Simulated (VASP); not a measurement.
# CdS (Hawleyite): accuracy against cost in the SCF solver and plane-wave cutoff, part 3 of 3

Aim: find what the SCF solver and plane-wave cutoff change for CdS (Hawleyite), and what they cost. The atoms are off their equilibrium sites, so that forces can be compared too. The series runs use PBE. The atoms of the start are displaced at random from the sites of a F-43m cell.

VASP 6.6.1; PBE; plane waves and PAW (Cd, S).

Still holding for the runs below: Spin-orbit coupling is off here; it would split degenerate levels.

So far. Step 14 (Plane-wave cutoff: ENCUT = 270): Against the run before the energy moves by -9.75 meV an atom and the pressure by +4.19 GPa, after 13 cycles in 37 s.

### 15. Plane-wave cutoff: ENCUT = 320

File INCAR:

```
SYSTEM = CdS
PREC = Accurate
ENCUT = 320
EDIFF = 1E-06
NELM = 100
ISMEAR = -1
SIGMA = 0.05
LREAL = .FALSE.
ALGO = Normal
GGA = PE
NBANDS = 15
LORBIT = 11
LWAVE = .FALSE.
LCHARG = .FALSE.
KPAR = 2
ISIF = 2
```

File POSCAR:

```
CdS
1.0
    0.0000000000      2.9165000000      2.9165000000
    2.9165000000      0.0000000000      2.9165000000
    2.9165000000      2.9165000000      0.0000000000
Cd S
1 1
Direct
   -0.0103480000      0.0223960000     -0.0034000000
    0.2487080000      0.2471110000      0.2497450000
```

File KPOINTS:

```
Automatic mesh
0
Gamma
8 8 8
0 0 0
```

PAW data sets: Cd and S (PBE family, release 64).

Launch:

```
> mpirun -np 2 vasp_std
```

The program printed:

```text
[... set-up lines as in an earlier step ...]
 entering main loop
       N       E                     dE             d eps       ncg     rms          rms(c)
DAV:   1     0.772394216282E+02    0.77239E+02   -0.71043E+03  8319   0.742E+02
DAV:   2    -0.401318092101E+01   -0.81253E+02   -0.78050E+02  9550   0.221E+02
DAV:   3    -0.663257890934E+01   -0.26194E+01   -0.26154E+01  9459   0.414E+01
DAV:   4    -0.664837653604E+01   -0.15798E-01   -0.15796E-01 10159   0.308E+00
[...]
DAV:  12    -0.609749653265E+01    0.79703E-05   -0.26476E-05 10811   0.698E-02    0.943E-03
DAV:  13    -0.609749764091E+01   -0.11083E-05   -0.41443E-06  8794   0.129E-02    0.120E-02
DAV:  14    -0.609749741600E+01    0.22490E-06   -0.25452E-07  6595   0.298E-03
   1 F= -.60974974E+01 E0= -.60974974E+01  d E =-.111959E-06
```

It took 48 s on 2 MPI ranks of AMD EPYC 7R43, shared host; peak memory 0.34 GiB; 94 s of CPU time.

OUTCAR, selected parts (step 15):

```text
  Total        0.9910271      1.0204281      1.0101265      0.3004522      0.4374869     -0.1994221
  in kB       32.0022255     32.9516421     32.6189836      9.7021951     14.1273175     -6.4397340
  external PRESSURE =      32.5242837 kB  Pullay stress =       0.0000000 kB

 POSITION                                       TOTAL-FORCE (eV/Angst)
 -----------------------------------------------------------------------------------
      2.97190      5.79290      2.95164        -0.307964      0.128733     -0.206647
      1.44908      1.45374      1.44606         0.307964     -0.128733      0.206647
 -----------------------------------------------------------------------------------
    total drift:                                0.000096      0.000614     -0.000626

  FREE ENERGIE OF THE ION-ELECTRON SYSTEM (eV)
  ---------------------------------------------------
  free  energy   TOTEN  =        -6.0974974160 eV

  energy  without entropy=       -6.0974973040  energy(sigma->0) =       -6.09749736

[... 1 part as in an earlier step ...]

[... 2 further parts left out ...]
[key lines of the parts left out:]
E-fermi :   1.9330
```

Against the run before the energy moves by -4.97 meV an atom and the pressure by +1.68 GPa, after 14 cycles in 48 s.

### 16. Plane-wave cutoff: ENCUT = 360

INCAR, as its differences from that of step 15:

```diff
@@ -2,3 +2,3 @@
 PREC = Accurate
-ENCUT = 320
+ENCUT = 360
 EDIFF = 1E-06
```

POSCAR is that of step 15.

KPOINTS is that of step 15.

Launch:

```
> mpirun -np 2 vasp_std
```

The program printed:

```text
[... set-up lines as in an earlier step ...]
 entering main loop
       N       E                     dE             d eps       ncg     rms          rms(c)
DAV:   1     0.868835637771E+02    0.86884E+02   -0.75131E+03  8064   0.816E+02
DAV:   2    -0.343926969419E+01   -0.90323E+02   -0.86426E+02  9466   0.235E+02
DAV:   3    -0.662870386463E+01   -0.31894E+01   -0.31845E+01  9536   0.465E+01
DAV:   4    -0.664838357051E+01   -0.19680E-01   -0.19678E-01 10047   0.351E+00
[...]
DAV:  12    -0.609791158476E+01    0.85419E-05   -0.30282E-05 11038   0.758E-02    0.984E-03
DAV:  13    -0.609791275843E+01   -0.11737E-05   -0.44881E-06  8696   0.139E-02    0.120E-02
DAV:  14    -0.609791256105E+01    0.19737E-06   -0.24271E-07  6651   0.299E-03
   1 F= -.60979126E+01 E0= -.60979125E+01  d E =-.109440E-06
```

Run time: 78 s. Hardware: 2 MPI ranks; peak memory 0.41 GiB.

From OUTCAR (step 16):

```text
  Total        0.8930403      0.9228690      0.9125398      0.3004562      0.4375415     -0.1993394
  in kB       28.8380382     29.8012648     29.4677140      9.7023236     14.1290804     -6.4370621
  external PRESSURE =      29.3690057 kB  Pullay stress =       0.0000000 kB

 POSITION                                       TOTAL-FORCE (eV/Angst)
 -----------------------------------------------------------------------------------
      2.97190      5.79290      2.95164        -0.308412      0.128520     -0.206090
      1.44908      1.45374      1.44606         0.308412     -0.128520      0.206090
 -----------------------------------------------------------------------------------
    total drift:                               -0.000099     -0.000281      0.000493

  FREE ENERGIE OF THE ION-ELECTRON SYSTEM (eV)
  ---------------------------------------------------
  free  energy   TOTEN  =        -6.0979125611 eV

  energy  without entropy=       -6.0979124516  energy(sigma->0) =       -6.09791251

[... 1 part as in an earlier step ...]

[... 2 further parts left out ...]
[key lines of the parts left out:]
E-fermi :   1.9324
```

Against the run before the energy moves by -0.21 meV an atom and the pressure by -0.32 GPa, after 14 cycles in 78 s.

### 17. Plane-wave cutoff: ENCUT = 440

INCAR, as its differences from that of step 16:

```diff
@@ -2,3 +2,3 @@
 PREC = Accurate
-ENCUT = 360
+ENCUT = 440
 EDIFF = 1E-06
```

POSCAR is that of step 16.

KPOINTS is that of step 16.

Launch:

```
> mpirun -np 2 vasp_std
```

The program printed:

```text
[... set-up lines as in an earlier step ...]
 entering main loop
       N       E                     dE             d eps       ncg     rms          rms(c)
DAV:   1     0.994085915943E+02    0.99409E+02   -0.83255E+03  7960   0.959E+02
DAV:   2    -0.273952244051E+01   -0.10215E+03   -0.97276E+02  9354   0.253E+02
DAV:   3    -0.662510926400E+01   -0.38856E+01   -0.38776E+01  9578   0.517E+01
DAV:   4    -0.664960709145E+01   -0.24498E-01   -0.24495E-01 10033   0.400E+00
[...]
DAV:  12    -0.610115365097E+01    0.87013E-05   -0.31738E-05 11001   0.771E-02    0.999E-03
DAV:  13    -0.610115489125E+01   -0.12403E-05   -0.47908E-06  8633   0.143E-02    0.123E-02
DAV:  14    -0.610115468082E+01    0.21043E-06   -0.25096E-07  6777   0.310E-03
   1 F= -.61011547E+01 E0= -.61011546E+01  d E =-.105969E-06
```

Run time: 83 s. Hardware: 2 MPI ranks; peak memory 0.47 GiB; 2.7 min of CPU time.

OUTCAR, selected parts (step 17):

```text
  Total        0.9725562      1.0024306      0.9920877      0.3008203      0.4381431     -0.1995068
  in kB       31.4057644     32.3704654     32.0364734      9.7140821     14.1485073     -6.4424679
  external PRESSURE =      31.9375677 kB  Pullay stress =       0.0000000 kB

 POSITION                                       TOTAL-FORCE (eV/Angst)
 -----------------------------------------------------------------------------------
      2.97190      5.79290      2.95164        -0.308402      0.128353     -0.206011
      1.44908      1.45374      1.44606         0.308402     -0.128353      0.206011
 -----------------------------------------------------------------------------------
    total drift:                               -0.000102     -0.000278      0.000487

  FREE ENERGIE OF THE ION-ELECTRON SYSTEM (eV)
  ---------------------------------------------------
  free  energy   TOTEN  =        -6.1011546808 eV

  energy  without entropy=       -6.1011545749  energy(sigma->0) =       -6.10115463

[... 1 part as in an earlier step ...]

[... 2 further parts left out ...]
[key lines of the parts left out:]
E-fermi :   1.9323
```

Against the run before the energy moves by -1.62 meV an atom and the pressure by +0.26 GPa, after 14 cycles in 83 s.

### 18. Plane-wave cutoff: ENCUT = 550

INCAR, as its differences from that of step 17:

```diff
@@ -2,3 +2,3 @@
 PREC = Accurate
-ENCUT = 440
+ENCUT = 550
 EDIFF = 1E-06
```

POSCAR is that of step 17.

KPOINTS is that of step 17.

Launch:

```
> mpirun -np 2 vasp_std
```

The program printed:

```text
[... set-up lines as in an earlier step ...]
 entering main loop
       N       E                     dE             d eps       ncg     rms          rms(c)
DAV:   1     0.115047552188E+03    0.11505E+03   -0.93958E+03  7904   0.115E+03
DAV:   2    -0.187798435307E+01   -0.11693E+03   -0.11051E+03  9193   0.274E+02
DAV:   3    -0.661940897616E+01   -0.47414E+01   -0.47299E+01  9781   0.573E+01
DAV:   4    -0.665065223349E+01   -0.31243E-01   -0.31239E-01  9711   0.459E+00
[...]
DAV:  12    -0.610255579155E+01    0.84849E-05   -0.32336E-05 10920   0.778E-02    0.991E-03
DAV:  13    -0.610255701524E+01   -0.12237E-05   -0.47551E-06  8584   0.146E-02    0.118E-02
DAV:  14    -0.610255683069E+01    0.18454E-06   -0.22474E-07  6833   0.298E-03
   1 F= -.61025568E+01 E0= -.61025568E+01  d E =-.105132E-06
```

It took 91 s on 2 MPI ranks; peak memory 0.6 GiB; 3 min of CPU time.

From OUTCAR (step 18):

```text
  Total        1.0278778      1.0581034      1.0477975      0.3009046      0.4381904     -0.1995367
  in kB       33.1922059     34.1682517     33.8354540      9.7168031     14.1500346     -6.4434337
  external PRESSURE =      33.7319705 kB  Pullay stress =       0.0000000 kB

 POSITION                                       TOTAL-FORCE (eV/Angst)
 -----------------------------------------------------------------------------------
      2.97190      5.79290      2.95164        -0.308126      0.128445     -0.206258
      1.44908      1.45374      1.44606         0.308126     -0.128445      0.206258
 -----------------------------------------------------------------------------------
    total drift:                                0.000061      0.000055     -0.000266

  FREE ENERGIE OF THE ION-ELECTRON SYSTEM (eV)
  ---------------------------------------------------
  free  energy   TOTEN  =        -6.1025568307 eV

  energy  without entropy=       -6.1025567256  energy(sigma->0) =       -6.10255678

[... 1 part as in an earlier step ...]

[... 2 further parts left out ...]
[key lines of the parts left out:]
E-fermi :   1.9321
```

Against the run before the energy moves by -0.70 meV an atom and the pressure by +0.18 GPa, after 14 cycles in 91 s.

### 19. The plane-wave cutoff series as a table

This step: convergence of PBE results with the cutoff; plane waves and PAW (VASP 6.6.1).

No new run; the numbers come from the runs before.

Differences are taken from the run with ENCUT = 550. Results of the series, by row:

```tsv
setting	status	energy less the reference (meV/atom)	pressure (GPa)	largest force difference (meV/Å)	gap (eV)	SCF cycles	wall time (s)
ENCUT = 160	converged	2626	-198.4	51.43	1.114	13	29
ENCUT = 210	converged	185.6	-33.13	9.059	1.118	13	26
ENCUT = 250	converged	17.25	-2.614	5.173	1.134	13	37
ENCUT = 270	converged	7.501	1.574	1.819	1.137	13	37
ENCUT = 320	converged	2.53	3.252	0.389	1.136	14	48
ENCUT = 360	converged	2.322	2.937	0.286	1.138	14	78
ENCUT = 440	converged	0.7011	3.194	0.276	1.142	14	83
ENCUT = 550	converged	0	3.373	0	1.143	14	91
```

### 20. Results

```json
{
  "fewest SCF cycles": "ALGO = Fast; AMIX = 0.8 (13)",
  "most SCF cycles among converged runs": "IMIX = 1, AMIX = 0.2 (34)",
  "spread of the pressure over the SCF solver": "0.0622 GPa",
  "spread of the energy over the SCF solver": "0.00120 meV/atom",
  "plane-wave cutoff from which the energy stays within 10 meV/atom of the reference": "ENCUT = 270",
  "plane-wave cutoff from which the energy stays within 1 meV/atom of the reference": "ENCUT = 440",
  "plane-wave cutoff from which the pressure stays within 0.2 GPa of the reference": "ENCUT = 440",
  "spread of the pressure over the plane-wave cutoff": "202 GPa",
  "spread of the energy over the plane-wave cutoff": "2626 meV/atom"
}
```

What this shows: All SCF solvers that converged agree within 0.05 meV an atom. The fastest converged run is ALGO = Damped, at 72 s against 92 s; on a shared host such times are rough. From ENCUT = 440 on, the energy stays within 1 meV an atom of the reference, at 91 % of its time. The pressure holds within 0.2 GPa from ENCUT = 440 on. These cutoffs are 0.6 to 2 times the default of the data sets, about 270 eV; at the default the run is off by +7.5 meV an atom, -1.80 GPa, 1.8 meV/Å in forces, and at 1.3 times by +2.3 meV an atom, -0.44 GPa, 0.3 meV/Å in forces. Energy differences between like cells converge faster than these totals. Differences are taken from the run with ENCUT = 550, which is itself not the exact limit. The runs at ENCUT = 160; ENCUT = 210; ENCUT = 250 are over 30 meV an atom or 2 GPa off and describe the material poorly.

[Lines on the potential files, build, host, timing and source positions are cut from VASP's logs without a mark.]

[Logs are printed without paths, hosts, clocks, repeated set-up lines and the standing remarks that a program may print on its own settings, such as how far it seeks lower states.]

[Hosts, paths, dates, database ids (printed as entryN), source tags and the programs' standing remarks are cut or masked in the printed files.]

[A measured line is paired with the nearest computed mode of its activity, which favours agreement.]

[In band tables of VASP the shares of atoms and orbitals are scaled to a sum of 1 inside the atoms' spheres.]
